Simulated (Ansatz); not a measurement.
# NiO: starts and ends of a spin-polarised SCF, part 1 of 3

How much does the result for NiO depend on the starting moments? The same cell is run from several starts. We look at NiO: its deposited structure (space group Fm-3m, primitive cell doubled), with 4 atoms per cell. Source: COD entry 4320496.

Computed with Ansatz 0.2.0 (DFT PBE, PAW, plane waves, scalar-relativistic, unless a step's input says otherwise).

### 1 The starting structure

Symmetry: Fm-3m, No. 225, cubic system. The conventional cell has a = 4.194 Å, b = 4.194 Å, c = 4.194 Å, α = 90.00°, β = 90.00°, γ = 90.00°. Around Ni (site symmetry m-3m) lie 6 O at 2.10 Å. O (site symmetry m-3m) has 6 Ni at 2.10 Å in its first shell of neighbours.

Coordinates:

```
CELL_PARAMETERS angstrom
4.19390 2.09695 2.09695
2.09695 4.19390 2.09695
2.09695 2.09695 4.19390
ATOMIC_POSITIONS crystal
Ni 0.00000 0.00000 0.00000
Ni 0.50000 0.50000 0.50000
O 0.25000 0.25000 0.25000
O 0.75000 0.75000 0.75000
```

Labels such as O4 number the atoms in the order of the input file.

Planned first: parallel moments, plain SCF; opposed moments +-, plain SCF; no spin polarisation; spin on, no moments given (the program may seed its own), plain SCF. What is tried next depends on their ends.

“Plain SCF” means no search for lower states. Ends within 0.2 meV/atom and 0.1 μB count as one state.

Site moments are integrals over atomic spheres and don't add up to the total.

### 2 Parallel moments, plain SCF

input.yaml

```yaml
crystal:
  lattice:
    - [4.1939, 2.09695, 2.09695]
    - [2.09695, 4.1939, 2.09695]
    - [2.09695, 2.09695, 4.1939]
  atoms:
    - { symbol: Ni, position: [0.0, 0.0, 0.0], spin: 2.0 }
    - { symbol: Ni, position: [0.5, 0.5, 0.5], spin: 2.0 }
    - { symbol: O, position: [0.25, 0.25, 0.25] }
    - { symbol: O, position: [0.75, 0.75, 0.75] }
magnetization:
  spin_polarized: true
hamiltonian:
  xc: pbe
  pseudopotentials: { kind: paw }
basis:
  ecutwfc: 420
kpoints:
  mp_grid: { grid: [8, 8, 8] }
scf:
  occupations: { method: gaussian, width: 0.03 }
  lower_state_search: "off"
output:
  forces: true
  stress: true
  write_density: true
  write_potential: true
  elf: true
  volumetric_format: npy
```

Started as:

```sh
$ ansatz run input.yaml --threads 2 --pin off --max-ram 5120MiB --backend cpu --events-out ev --progress --plain --runs-dir out
```

What it wrote:

```text
basis.fft_grid_basis auto: the FFT boxes are laid along the combinations [[1, -1, 0], [0, 1, 0], [0, -1, 1]] of the cell's own vectors, 2.966, 5.136 and 2.966 Å long. The dense box has 20×36×20 points. Along the cell's own vectors, as sized, it would have 36×36×36, 3.24 times as many. [...]
Engine: ansatz 0.2.0, aarch64-unknown-linux-gnu
Pseudopotentials: kind: paw
Pseudopotential: Ni, paw, valence charge 18, recommended cutoff 420 eV (normal), Ni.paw.azcp
Pseudopotential: O, paw, valence charge 6, recommended cutoff 420 eV (normal), O.paw.azcp
Functional definition: PBE
  parameter kappa = 0.804
  parameter beta = 0.06672455060314922
  exchange = pbe_x(kappa = kappa, mu = beta*pi^2/3)
  correlation = pbe_c(beta = beta)
Crystal: 4 atoms, lattice volume = 36.883 Å³
Basis set: ecut = 420 eV, 707 PW (Γ), FFT grids on a1−a2, a2, −a2+a3, exchange–correlation on 40×72×40 points (8 copies of the dense FFT grid, shifted against one another)
Bands: 32, of which v1, the nominal top of the filled ones, is band 24 counted from 1 (23 counted from 0)
Symmetry: 24 space group operations
Space group: Fm-3m (ITA 225), of the structure as read, at distance tolerance 3.3e-5 Å
Magnetic group: BNS 225.116 (UNI 1618), of the structure as read, at distance tolerance 3.3e-5 Å
k-points: 65 of 512
Non-local potential: Ni, projectors of the file, l = 0: 3, l = 1: 2, l = 2: 3, l = 3: 1
Non-local potential: O, projectors of the file, l = 0: 2, l = 1: 2, l = 2: 1
PAW form: soft (Blöchl's): semilocal exchange-correlation on the pseudo side does not see the compensation charge
PAW one-centre angular grid: Ni, 590 points (default); XC on 64 Gauss nodes
PAW one-centre angular grid: O, 110 points (default); XC on 64 Gauss nodes
Initial density: superposition of atomic densities (chi_scale 0.1, normalization cell, long waves kept (reshape's long-wave potential 0.00 eV rms))
Starting moments: Σ|m| = 4 μB on 2 of 4 sites
Initial wavefunctions: pseudopotential atomic-orbital guess
Functional: x = pbe(κ = 0.804, μ = 0.2195149727645171), c = pbe(β = 0.06672455060314922)
SCF iter   1: F=—  HF=-12817.585613 eV  |F-HF|=—  |Δ(HF+E_count)|=         —  Δρ=3.85e-1 (↑9.65e-2 ↓3.85e-1)  dr2=5.47e1  dr2_m=1.04e1  M=0.907 μB ∫|m|=0.910 μB  β_m=0.30  ethr=3.10e-3  ⟨swp⟩=5.1  Hψ=15258  notcnv=0
preconditioner: auto → Kerker (q_TF=auto, 2.851 Å⁻¹)  [metal: Δε(μ)=0.004 eV  Ē_g=13.765 eV  σ=0.030 eV  W_gap=0.08  n_scr=16 (ndim 8)  ℏωp=34.6 eV  f_vac=0.000  D(μ)=2.41/eV (n_scr^D=28)]
spin=Collinear: Kerker preconditioning applied to the charge; magnetization (m = ρ↑ − ρ↓) channel mixes plain (no charge-response kernel on spin).
SCF iter   2: F=—  HF=-12811.251860 eV  |F-HF|=—  |Δ(HF+E_count)|=    6.33e0  Δρ=9.09e-2 (↑9.09e-2 ↓7.34e-2)  dr2=1.51e0  dr2_m=1.24e0  M=3.170 μB ∫|m|=3.178 μB  β_m=0.30  ethr=3.10e-3  ⟨swp⟩=3.9  Hψ=10275  notcnv=0  defer=399
Mixer restart at iter 2: flushing history
preconditioner: auto → none  [insulator: Δε(μ)=0.031 eV  Ē_g=12.850 eV  σ=0.030 eV  W_gap=0.54  n_scr=16 (ndim 8)  ℏωp=34.6 eV  f_vac=0.000  D(μ)=3.06/eV (n_scr^D=28)  ε∞_Penn≈8.2]
spin-set hold released at iteration 2 (the charge has settled, or the pull on large starting moments outlasts its swing): the magnetisation degrees of freedom join the quasi-Newton model from the next iteration; the mixer history was flushed
SCF iter   3: F=—  HF=-12811.184574 eV  |F-HF|=—  |Δ(HF+E_count)|=   6.73e-2  Δρ=1.18e-1 (↑5.72e-2 ↓1.18e-1)  dr2=1.89e0  dr2_m=2.33e0  M=2.302 μB ∫|m|=2.308 μB  β_m=0.39  ethr=3.10e-3  ⟨swp⟩=3.2  Hψ=8221  notcnv=0  defer=410
SCF iter   4: F=—  HF=-12811.331973 eV  |F-HF|=—  |Δ(HF+E_count)|=   1.47e-1  Δρ=5.00e-2 (↑4.85e-2 ↓5.00e-2)  dr2=1.46e0  dr2_m=1.85e-1  M=3.217 μB ∫|m|=3.226 μB  β_m=0.38  ethr=3.10e-3  ⟨swp⟩=2.1  Hψ=6553  notcnv=0  defer=372
SCF iter   5: F=—  HF=-12811.308545 eV  |F-HF|=—  |Δ(HF+E_count)|=   2.34e-2  Δρ=2.81e-2 (↑1.25e-2 ↓2.81e-2)  dr2=1.59e-1  dr2_m=1.16e-1  M=3.164 μB ∫|m|=3.171 μB  β_m=0.64  ethr=3.05e-3  ⟨swp⟩=2.4  Hψ=6901  notcnv=0  defer=418
SCF iter   6: F=—  HF=-12811.326278 eV  |F-HF|=—  |Δ(HF+E_count)|=   1.77e-2  Δρ=2.01e-2 (↑1.09e-2 ↓2.01e-2)  dr2=8.30e-2  dr2_m=6.01e-2  M=3.330 μB ∫|m|=3.338 μB  β_m=0.82  ethr=3.32e-4  ⟨swp⟩=2.0  Hψ=4409  notcnv=0  defer=418
SCF iter   7: F=—  HF=-12811.360572 eV  |F-HF|=—  |Δ(HF+E_count)|=   3.43e-2  Δρ=1.76e-2 (↑4.06e-3 ↓1.76e-2)  dr2=5.73e-2  dr2_m=3.41e-2  M=3.563 μB ∫|m|=3.575 μB  β_m=0.71  ethr=1.73e-4  ⟨swp⟩=2.3  Hψ=6196  notcnv=0  defer=418
SCF iter   8: F=—  HF=-12811.352486 eV  |F-HF|=—  |Δ(HF+E_count)|=   8.09e-3  Δρ=9.50e-3 (↑6.89e-3 ↓9.50e-3)  dr2=1.46e-2  dr2_m=1.97e-2  M=3.601 μB ∫|m|=3.615 μB  β_m=0.63  ethr=1.19e-4  ⟨swp⟩=2.2  Hψ=6869  notcnv=0  defer=436
SCF iter   9: F=—  HF=-12811.351977 eV  |F-HF|=—  |Δ(HF+E_count)|=   5.08e-4  Δρ=3.27e-3 (↑1.96e-3 ↓3.27e-3)  dr2=1.74e-3  dr2_m=2.01e-3  M=3.615 μB ∫|m|=3.631 μB  β_m=0.81  ethr=3.04e-5  ⟨swp⟩=2.1  Hψ=5434  notcnv=0  defer=436
SCF iter  10: F=—  HF=-12811.351949 eV  |F-HF|=—  |Δ(HF+E_count)|=   2.81e-5  Δρ=4.82e-4 (↑2.10e-4 ↓4.82e-4)  dr2=1.84e-5  dr2_m=3.73e-5  M=3.621 μB ∫|m|=3.638 μB  β_m=0.87  ethr=3.63e-6  ⟨swp⟩=2.0  Hψ=5284  notcnv=0  defer=436
SCF iter  11: F=—  HF=-12811.351912 eV  |F-HF|=—  |Δ(HF+E_count)|=   3.76e-5  Δρ=1.41e-4 (↑1.41e-4 ↓1.20e-4)  dr2=2.99e-6  dr2_m=4.75e-6  M=3.618 μB ∫|m|=3.635 μB  β_m=0.88  ethr=3.84e-8  ⟨swp⟩=2.1  Hψ=5656  notcnv=0  defer=436
SCF iter  12: F=—  HF=-12811.351913 eV  |F-HF|=—  |Δ(HF+E_count)|=   1.00e-6  Δρ=8.63e-5 (↑5.12e-5 ↓8.63e-5)  dr2=1.01e-6  dr2_m=1.42e-6  M=3.620 μB ∫|m|=3.637 μB  β_m=0.94  ethr=6.22e-9  ⟨swp⟩=2.1  Hψ=5610  notcnv=0  defer=436
iter 13 met the thresholds in force, and the SCF goes on: an eigenvalue changes by 0.84 meV, over its tolerance of 0.50 meV (output.eigenvalues, Limitations)
SCF iter  13: F=-12811.351913 eV  HF=-12811.351913 eV  |F-HF|=5.11e-8  |Δ(HF+E_count)|=   1.10e-7  Δρ=1.19e-5 (↑1.19e-5 ↓8.17e-6)  dr2=6.29e-8  dr2_m=1.64e-8  M=3.619 μB ∫|m|=3.636 μB  β_m=0.81  ethr=2.08e-10  ⟨swp⟩=11.8  Hψ=29512  notcnv=0
SCF iter  14: F=-12811.351913 eV  HF=-12811.351913 eV  |F-HF|=8.06e-10  |Δ(HF+E_count)|=   4.16e-9  Δρ=3.76e-6 (↑3.76e-6 ↓3.61e-6)  dr2=8.72e-11  dr2_m=4.55e-9  M=3.619 μB ∫|m|=3.636 μB  ethr=1.31e-10  ⟨swp⟩=5.1  Hψ=21408  notcnv=0
SCF 1 converged in 14 iterations: F = -12811.351913 eV  dr2 = 8.72e-11
SCF converged after 14 iterations
an eigenvalue changed by more than its tolerance at an iteration that met the thresholds in force, so the SCF went on 1 time: the last check found none over its tolerance
Magnetization: 3.6193 μB (25.8097 up, 22.1903 down)
Absolute magnetization: 3.6353 μB (∫|ρ↑−ρ↓|, with the PAW one-centre terms)
Spin contamination: 0.0114 ħ² per cell (⟨S²⟩ above its minimum at these occupations)
Per-site moments (μB) at R_I (Å): [(1.4564160144940448, 0.8649918750000001), (1.4564160144940461, 0.8649918749999999), (0.29679734643306976, 0.8649918750000001), (0.2967973464330693, 0.8649918749999999)]
Free energy (F): -12811.351913 eV
Harris-Foulkes:  -12811.351913 eV  (|F-HF|=8.06e-10)
Internal energy: -12811.351499 eV  (E = F + TS)
E sigma→0 (E₀):  -12811.351706 eV
Entropy (-TS):   -0.000414 eV (-0.104 meV/atom)
Fermi energy:    14.218571 eV
--- Per-component energies (eV) ---
  E_band       = -664.873147
  E_kinetic    = 903.035321
  E_local      = -8038.749580  (includes V_loc(G=0)·N_el)
  E_nonlocal   = 1385.413725
  E_hartree    = 3310.187241
  E_xc         = -311.747065
  E_vxc        = -399.881410  (∫ρ·V_xc dr)
  E_paw        = -3584.196669  (= ΣΔE_a)
  E_vpaw       = -1135.071320  (= ΣTr[D̂ρ^β])
  E_aug_tail   = 0.005739  (compensation charges beyond the density's cutoff)
  E_ewald      = -6475.300211
  E_smearing   = -0.000414  (= −TS)
  E_closure    = -0.000000  (closes the sum)
  Σ components = -12811.351913   (vs F -12811.351913, Δ=0.00e0)
--- Forces (eV/Å), atoms counted from 1 ---
  atom   1  Ni     0.00000000     0.00000000     0.00000000
  atom   2  Ni     0.00000000     0.00000000    -0.00000000
  atom   3  O      0.00000000    -0.00000000    -0.00000000
  atom   4  O      0.00000000    -0.00000000     0.00000000
  max |Σ_I F_I| component: 2.78e-28 eV/Å
--- Stress (GPa, compression-positive) ---
        3.153481      -0.029560      -0.029560
       -0.029560       3.153481      -0.029560
       -0.029560      -0.029560       3.153481
  P = ⅓ Tr σ = 3.1535 GPa (31.535 kbar)
--- Band table (eV; the first three rows and the last of 130) ---
  k-point 0 ↑: bands = ["-90.2470", "-90.2445", "-50.6521", "-50.6281", "-50.6281", "-50.6242", "-50.6242", "-50.6235", "-6.1042", "-4.7490", "6.0233", "8.3023", "8.3023", "11.0141", "11.0141", "11.2066", "11.2093", "11.2093", "11.5314", "11.5314", "11.5317", "12.2067", "12.2067", "12.7390", "14.4168", "14.4168", "15.5790", "19.6905", "23.9670", "28.0666", "28.0666", "31.8851"]
  k-point 1 ↑: bands = ["-90.2467", "-90.2444", "-50.6505", "-50.6311", "-50.6288", "-50.6275", "-50.6251", "-50.6241", "-5.9472", "-4.7262", "6.2908", "8.2880", "8.3523", "9.5674", "10.3967", "10.4393", "11.3270", "11.5174", "11.9582", "12.0997", "12.1057", "12.2140", "12.3015", "12.6864", "13.7969", "14.2590", "16.5657", "20.5699", "23.7479", "26.8819", "28.4385", "29.5631"]
  k-point 2 ↑: bands = ["-90.2458", "-90.2441", "-50.6464", "-50.6383", "-50.6356", "-50.6303", "-50.6275", "-50.6262", "-5.5407", "-4.6688", "6.9350", "8.0846", "8.1513", "8.4769", "9.5536", "9.7022", "11.5015", "11.5985", "11.8480", "12.2549", "12.3127", "12.5701", "12.7009", "12.8850", "13.0994", "13.8800", "18.4719", "22.3163", "23.2205", "25.1750", "27.1620", "29.1646"]
  k-point 64 ↓: bands = ["-88.3701", "-88.3701", "-48.8087", "-48.8087", "-48.7965", "-48.7965", "-48.7965", "-48.7965", "-5.0143", "-5.0143", "8.4993", "8.4993", "10.2458", "10.2458", "10.2458", "10.2458", "12.8562", "12.8562", "12.8562", "12.8562", "13.0328", "13.0328", "15.2999", "15.2999", "15.2999", "15.2999", "18.7067", "18.7067", "26.5110", "26.5110", "30.6656", "30.6656"]
```

It took 9.9 s on 2 threads of Arm Neoverse V1, shared host; peak memory 0.39 GiB.

The state reached is ferromagnetic, site moments Ni1 1.46, Ni2 1.46, O3 0.30, O4 0.30 μB, total 3.62 μB per cell, no gap on the k-mesh.

Density in a lattice plane of the grid's cell (edges 2.97 and 2.97 Å, at 0.000 of the third edge), which holds Ni. It is the smooth density of the valence electrons, not physical close to the nuclei.

Values in e/Å³, 12 rows by 12 columns:
```
35.85 32.99 13.58  3.15  0.57  0.23  0.16  0.17  0.22  0.73  3.63 14.92
10.07 13.58  8.49  2.90  0.66  0.28  0.18  0.16  0.18  0.31  0.97  3.63
 1.84  3.15  2.90  1.54  0.55  0.28  0.19  0.17  0.17  0.20  0.31  0.73
 0.36  0.57  0.66  0.55  0.35  0.23  0.18  0.17  0.17  0.17  0.18  0.22
 0.18  0.23  0.28  0.28  0.23  0.18  0.16  0.16  0.17  0.17  0.16  0.17
 0.15  0.16  0.18  0.19  0.18  0.16  0.16  0.16  0.18  0.19  0.18  0.16
 0.18  0.17  0.16  0.17  0.17  0.16  0.16  0.18  0.23  0.28  0.28  0.23
 0.36  0.22  0.18  0.17  0.17  0.17  0.18  0.23  0.35  0.55  0.66  0.57
 1.84  0.73  0.31  0.20  0.17  0.17  0.19  0.28  0.55  1.54  2.90  3.15
10.07  3.63  0.97  0.31  0.18  0.16  0.18  0.28  0.66  2.90  8.49 13.58
35.85 14.92  3.63  0.73  0.22  0.17  0.16  0.23  0.57  3.15 13.58 32.99
60.84 35.85 10.07  1.84  0.36  0.18  0.15  0.18  0.36  1.84 10.07 35.85
```
Columns run along the first of these edges and rows up along the second, over one cell in 12 and 12 even steps from the bottom left corner. Atoms in the plane (fractional): Ni at (0.00, 0.00).

Spin density (up less down) in a lattice plane of the grid's cell (edges 2.97 and 2.97 Å, at 0.000 of the third edge), which holds Ni.

Values in e/Å³, 12 rows by 12 columns:
```
3.39 3.07 1.05 0.18 0.03 0.01 0.00 0.00 0.01 0.04 0.21 1.19
0.73 1.05 0.57 0.16 0.03 0.01 0.00 0.00 0.00 0.01 0.05 0.21
0.10 0.18 0.16 0.08 0.03 0.01 0.00 0.00 0.00 0.00 0.01 0.04
0.02 0.03 0.03 0.03 0.01 0.00 0.00 0.00 0.00 0.00 0.00 0.01
0.00 0.01 0.01 0.01 0.00 0.00 0.00 0.00 0.00 0.00 0.00 0.00
0.00 0.00 0.00 0.00 0.00 0.00 0.00 0.00 0.00 0.00 0.00 0.00
0.00 0.00 0.00 0.00 0.00 0.00 0.00 0.00 0.00 0.01 0.01 0.01
0.02 0.01 0.00 0.00 0.00 0.00 0.00 0.00 0.01 0.03 0.03 0.03
0.10 0.04 0.01 0.00 0.00 0.00 0.00 0.01 0.03 0.08 0.16 0.18
0.73 0.21 0.05 0.01 0.00 0.00 0.00 0.01 0.03 0.16 0.57 1.05
3.39 1.19 0.21 0.04 0.01 0.00 0.00 0.01 0.03 0.18 1.05 3.07
6.11 3.39 0.73 0.10 0.02 0.00 0.00 0.00 0.02 0.10 0.73 3.39
```
Columns run along the first of these edges and rows up along the second, over one cell in 12 and 12 even steps from the bottom left corner. Atoms in the plane (fractional): Ni at (0.00, 0.00).

(Continued in part 2 of 3.)
